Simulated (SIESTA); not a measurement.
Ir in SIESTA: the effect of basis

Crystal: Ir.

```
Ir
1.0
     2.75138    0.00000    0.00000
    -1.37569    2.38276    0.00000
     0.00000    0.00000    4.46229
Ir
2
Direct
  0.33333 0.66667 0.25000
  0.66667 0.33333 0.75000
```

This isn't the form of Ir at room conditions, which is fcc.

Alike in all runs:

```yaml
Program: SIESTA 5.4.2
Task: band structure
Functional: PBEsol
Potentials_or_basis: PseudoDojo 0.4 standard (PBE files)
Grid_cutoff: 800 Ry
Energy_shift: 0.003 Ry
k_mesh: 11 × 11 × 6
Occupations: fermi-dirac, width 0.05 eV
Spin: no spin polarisation
```

```tsv
basis	pressure (GPa)
SZ	-13.2
SZP	-12.6
DZ	?
DZP	-8.7
TZP	-9.0
TZDP	-7.3
```

Question: What does the run with basis DZ give?

Answer: Pressure -14.7 GPa.

Caveats: the potentials were made for another functional, which shifts forces and pressure; short orbitals over semicore shells can move pressures by several GPa; the basis of atomic orbitals isn't converged, which shifts pressures, moduli and gaps; the basis has no polarisation orbitals (some runs).

Runs at the PBE level aren't shown here.
